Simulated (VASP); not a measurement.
# GeS (Pnma) in VASP: notebook, part 2 of 2

VASP 6.6.1. The steps go on from the part before.

## 4. Relaxation of shape and atoms at fixed volume, PBE (a relaxed cell with its volume scaled by 0.94)

INCAR reads:

```
PREC     = Accurate       # precision mode
ENCUT    = 300            # plane-wave cutoff, eV
EDIFF    = 1E-7           # SCF threshold, eV
ISMEAR   = 0              # smearing method
SIGMA    = 0.03           # smearing width, eV
LREAL    = F              # projectors in reciprocal space
LASPH    = T              # aspherical terms in the spheres
NELM     = 80             # most SCF steps
ALGO     = Fast           # electronic algorithm
ISIF     = 4              # what is computed and relaxed
LWAVE    = F              # write WAVECAR
LCHARG   = F              # write CHGCAR
GGA      = PE             # functional
IBRION   = 2              # ionic algorithm
NSW      = 40             # ionic steps
EDIFFG   = -0.01          # ionic threshold
KPAR     = 2
```

KPOINTS reads:

```
regular mesh
0
Gamma
  2 4 3
```

POSCAR reads:

```
GeS                                     
1.0
   10.5182056259      0.0000000000      0.0000000000
    0.0000000000      3.6531634955     -0.0000000000
    0.0000000000      0.0000000000      4.2165817594
  Ge              S             
     4     4
Direct
     0.1253292637760413    0.2500000000000000    0.1260853105602074
     0.3746707362239587    0.7500000000000000    0.6260853105602073
     0.6253292637760414    0.2500000000000000    0.3739146894397926
     0.8746707362239586    0.7500000000000000    0.8739146894397927
     0.8499087617207717    0.2500000000000000    0.5005436938855825
     0.6500912382792283    0.7500000000000000    0.0005436938855827
     0.3499087617207717    0.2500000000000000    0.9994563061144175
     0.1500912382792283    0.7500000000000000    0.4994563061144101
```

The run is started by

```console
$ cat potpaw_PBE.64/Ge/POTCAR potpaw_PBE.64/S/POTCAR > POTCAR
$ mpirun -np 2 vasp_std > vasp.out
```

Wall time 65 s (2 MPI ranks of Intel Xeon Platinum 8559C (Emerald Rapids), shared host); peak memory 0.18 GiB.

It converged, with:

```
Free energy                  : -36.4966 eV
Energy gained by relaxing    : 9.4 meV/atom
Ionic steps                  : 6
Pressure after relaxing      : 1.8 GPa
Largest force after relaxing : 0.008 eV/Å
Band gap on the k mesh       : 0.92 eV, indirect (least direct gap 1.17 eV)
```

Forces on the atoms (eV/Å):
```
Ge   0.003  0.000 -0.007
Ge  -0.003  0.000 -0.007
Ge   0.003  0.000  0.007
Ge  -0.003  0.000  0.007
S   -0.004  0.000 -0.005
S    0.004  0.000 -0.005
S   -0.004  0.000  0.005
S    0.004  0.000  0.005
```

Step by step:
```csv
step,energy change (eV),largest force (eV/Å),pressure (GPa)
1,0.0000,0.4754,4.19
2,-0.0511,0.2259,3.05
3,-0.0683,0.0551,1.92
4,-0.0684,0.0518,1.97
5,-0.0732,0.0272,1.88
6,-0.0755,0.0077,1.76
```

Final structure:
```
CELL_PARAMETERS angstrom
10.47855 0.00000 0.00000
0.00000 3.71349 0.00000
0.00000 0.00000 4.16378
ATOMIC_POSITIONS crystal
Ge 0.12125 0.25000 0.12024
Ge 0.37875 0.75000 0.62024
Ge 0.62125 0.25000 0.37976
Ge 0.87875 0.75000 0.87976
S 0.85285 0.25000 0.49544
S 0.64715 0.75000 0.99544
S 0.35285 0.25000 0.00456
S 0.14715 0.75000 0.50456
```

Levels at points of the mesh, in eV from the valence-band top:
| k point | band 16 | band 17 | band 18 | band 19 | band 20 | band 21 | band 22 | band 23 | band 24 | band 25 |
| --- | --- | --- | --- | --- | --- | --- | --- | --- | --- | --- |
| (0.00, 0.00, 0.00) | -2.04 | -1.78 | -1.04 | -0.81 | -0.25 | 0.92 | 2.74 | 2.82 | 3.04 | 3.23 |
| (0.50, 0.00, 0.00) | -2.18 | -2.06 | -2.06 | -0.47 | -0.47 | 2.49 | 2.49 | 2.62 | 2.62 | 3.95 |
| (0.00, 0.50, 0.00) | -2.12 | -1.23 | -1.23 | -1.06 | -1.06 | 1.49 | 1.49 | 1.64 | 1.64 | 2.16 |
| (0.50, 0.50, 0.00) | -2.47 | -1.34 | -1.34 | -1.34 | -1.34 | 1.84 | 1.84 | 1.84 | 1.84 | 2.52 |

Caveat: the k mesh is coarse (spacing up to 0.50 Å⁻¹), so the values aren't converged; the cutoff is under 1.25 times the usual one of these potentials, so pressure, stress and relaxed cells hold a basis-set (Pulay) error; an odd mesh through Γ misses points on the zone boundary, where band edges often lie.

## 5. Relaxation of shape and atoms at fixed volume, PBE (a relaxed cell with its volume scaled by 0.96)

INCAR is that of step 4.

KPOINTS is that of step 4.

Edit POSCAR of step 4 so:

```diff
@@ -2,5 +2,5 @@
 1.0
-   10.5182056259      0.0000000000      0.0000000000
-    0.0000000000      3.6531634955     -0.0000000000
-    0.0000000000      0.0000000000      4.2165817594
+   10.5922799371      0.0000000000      0.0000000000
+    0.0000000000      3.6788908467     -0.0000000000
+    0.0000000000      0.0000000000      4.2462769755
   Ge              S
```

The run is started by

```console
$ cat potpaw_PBE.64/Ge/POTCAR potpaw_PBE.64/S/POTCAR > POTCAR
$ mpirun -np 2 vasp_std > vasp.out
```

Run time: 62 s. Hardware: 2 MPI ranks of Intel Xeon Platinum 8559C (Emerald Rapids), shared host; peak memory 0.18 GiB.

Results (log left out):

```yaml
Free_energy: -36.5310 eV
Energy_gained_by_relaxing: 4.1 meV/atom
Ionic_steps: 6
Pressure_after_relaxing: 1.1 GPa
Largest_force_after_relaxing: 0.010 eV/Å
Band_gap_on_the_k_mesh: 1.01 eV, indirect (least direct gap 1.19 eV)
```

Forces in eV/Å, atoms in the order of the input:
```
Ge   0.004  0.000 -0.009
Ge  -0.004  0.000 -0.009
Ge   0.004  0.000  0.009
Ge  -0.004  0.000  0.009
S   -0.005  0.000 -0.006
S    0.005  0.000 -0.006
S   -0.005  0.000  0.006
S    0.005  0.000  0.006
```

Step by step:
```
step  energy change (eV)  largest force (eV/Å)  pressure (GPa)
   1              0.0000                0.3053            2.64
   2             -0.0214                0.1527            1.94
   3             -0.0294                0.0408            1.17
   4             -0.0295                0.0383            1.22
   5             -0.0317                0.0198            1.15
   6             -0.0328                0.0096            1.06
```

Final structure:
```
Ge S
1.0
    10.56320    0.00000    0.00000
     0.00000    3.72224    0.00000
     0.00000    0.00000    4.20838
Ge S
4 4
Cartesian
  1.2947 0.9306 0.5144
  3.9869 2.7917 2.6186
  6.5763 0.9306 1.5898
  9.2685 2.7917 3.6940
  8.9991 0.9306 2.0926
  6.8457 2.7917 4.1968
  3.7175 0.9306 0.0116
  1.5641 2.7917 2.1157
```

Levels at points of the mesh, in eV from the valence-band top:
```csv
k point,band 18,band 19,band 20,band 21,band 22,band 23
"(0.00, 0.00, 0.00)",-0.99,-0.75,-0.18,1.01,2.73,2.81
"(0.50, 0.00, 0.00)",-1.99,-0.42,-0.42,2.51,2.51,2.60
"(0.00, 0.50, 0.00)",-1.23,-1.03,-1.03,1.58,1.58,1.64
"(0.50, 0.50, 0.00)",-1.31,-1.31,-1.31,1.88,1.88,1.88
```

Caveat: the k mesh is coarse (spacing up to 0.49 Å⁻¹), so the values aren't converged; the cutoff is under 1.25 times the usual one of these potentials, so pressure, stress and relaxed cells hold a basis-set (Pulay) error; an odd mesh through Γ misses points on the zone boundary, where band edges often lie.

## 6. Summary

```tsv
task	cell	gap on the mesh (eV)	pressure (GPa)	largest force (eV/Å)
relaxation of cell and atoms	relaxed	1.18	0.0	-
relaxation of shape and atoms at fixed volume	atoms relaxed at fixed volume from: a relaxed cell with its volume scaled by 0.94	0.92	1.8	0.01
relaxation of shape and atoms at fixed volume	atoms relaxed at fixed volume from: a relaxed cell with its volume scaled by 0.96	1.01	1.1	0.01
```

Alike in all rows: level PBE; potentials or basis VASP PAW PBE potentials, release 64 (Ge, S); no spin polarisation; k mesh 2 × 4 × 3; cutoff (eV) 300; smearing gaussian 0.03 eV; the mesh is coarse, so values aren't converged.

Caveats: all runs use coarse meshes; the cutoff is under 1.25 times the usual one of these potentials, so pressure, stress and relaxed cells hold a basis-set (Pulay) error; an odd mesh through Γ misses points on the zone boundary, where band edges often lie.

Absolute energies hang on the potentials; compare differences alone.
